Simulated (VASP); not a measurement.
# BeS: relaxation of cell and atoms with PBE+D3(BJ)

BeS:

```
CELL_PARAMETERS angstrom
0.00000 2.43792 2.43792
2.43792 0.00000 2.43792
2.43792 2.43792 0.00000
ATOMIC_POSITIONS crystal
Be 0.00000 0.00000 0.00000
S 0.25000 0.25000 0.25000
```

| Property | Result |
| --- | --- |
| Program | VASP 6.6.1 |
| Task | relaxation of cell and atoms |
| Functional | PBE |
| Dispersion | D3(BJ) |
| Potentials or basis | VASP PAW PBE potentials, release 64 (Be, S) |
| Cutoff | 600 eV |
| k mesh | 8 × 8 × 8 |
| Occupations | gaussian, width 0.02 eV |
| Spin | no spin polarisation |
| Dipole correction | no |
| Further INCAR settings | ALGO = Normal; EDIFF = 1e-06; IBRION = 2; EDIFFG = -0.005; NSW = 70; ISIF = 3 |

The relaxed volume is 13.97 Å³/atom. The relaxed cell is a = 3.406 Å, b = 3.406 Å, c = 3.406 Å, α = 60.00°, β = 60.00°, γ = 60.00°. The space group after relaxing (to 0.05 Å) is F-43m (No. 216) and the energy gained by relaxing is 5.7 meV/atom. The ionic steps are 3 and the pressure after relaxing is 0.0 GPa. The band gap on the k mesh is 3.06 eV, indirect (least direct gap 5.66 eV). The dispersion energy per atom is -0.308 eV.

Step by step:
| step | energy change (eV) | largest force (eV/Å) | pressure (GPa) | volume (Å³) |
| --- | --- | --- | --- | --- |
| 1 | 0.0000 | 0.0000 | -3.41 | 28.98 |
| 2 | -0.0109 | 0.0000 | 0.84 | 27.71 |
| 3 | -0.0115 | 0.0000 | 0.01 | 27.93 |

Final structure:
```
Be S
1.0
     0.00000    2.40823    2.40823
     2.40823    0.00000    2.40823
     2.40823    2.40823    0.00000
Be S
1 1
Direct
  0.00000 0.00000 0.00000
  0.25000 0.25000 0.25000
```

Levels at points of the mesh, in eV from the valence-band top:
| k point | band 1 | band 2 | band 3 | band 4 | band 5 | band 6 | band 7 | band 8 |
| --- | --- | --- | --- | --- | --- | --- | --- | --- |
| (0.00, 0.00, 0.00) | -13.83 | 0.00 | 0.00 | 0.00 | 5.66 | 5.66 | 5.66 | 6.06 |
| (0.50, 0.00, 0.00) | -12.17 | -5.92 | -1.06 | -1.06 | 5.55 | 6.56 | 6.56 | 11.31 |
| (0.50, 0.50, 0.00) | -11.60 | -5.13 | -2.71 | -2.71 | 3.06 | 4.90 | 12.95 | 12.95 |

It took 11 s on 1 thread of AMD EPYC 9R45 96-Core Processor (Zen 5) (shared host), peak memory 0.13 GiB.

A k mesh can miss the band edges.
